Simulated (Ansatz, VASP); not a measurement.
**KF in VASP and in Ansatz**

```
K F
1.0
     0.00000    2.80717    2.53982
     2.80717    0.00000    2.53982
     2.80717    2.80717    0.00000
K F
1 1
Direct
  0.00000 0.00000 0.00000
  0.50000 0.50000 0.50000
```

Change from the starting cell: strain +0.050 along x and y, -0.050 along z, atoms carried along.

Alike in both runs: task single point; functional PBE; k mesh 8 × 8 × 8; occupations gaussian, width 0.05 eV; no spin polarisation.

|  | VASP | Ansatz |
| --- | --- | --- |
| version | VASP 6.6.1 | Ansatz 0.2.0 |
| potentials or method | VASP PAW PBE potentials, release 64 (K_sv, F) | scalar-relativistic, plane waves, PAW |
| plane-wave cutoff (eV) | 520 | 420 |
| valence electrons in the cell | 16 | 16 |

Ansatz gave:

* gap on the k mesh at the Fermi level (eV): 5.79
* least direct gap on the mesh (eV): 5.79
* pressure (GPa): 0.7
* largest component of the traceless stress (GPa): 3.68

Task: Estimate VASP's values.

Result: gap on the k mesh at the Fermi level (eV): 5.77; least direct gap on the mesh (eV): 5.77; pressure (GPa): 0.7; largest component of the traceless stress (GPa): 3.83.

A k mesh can miss the band edges.
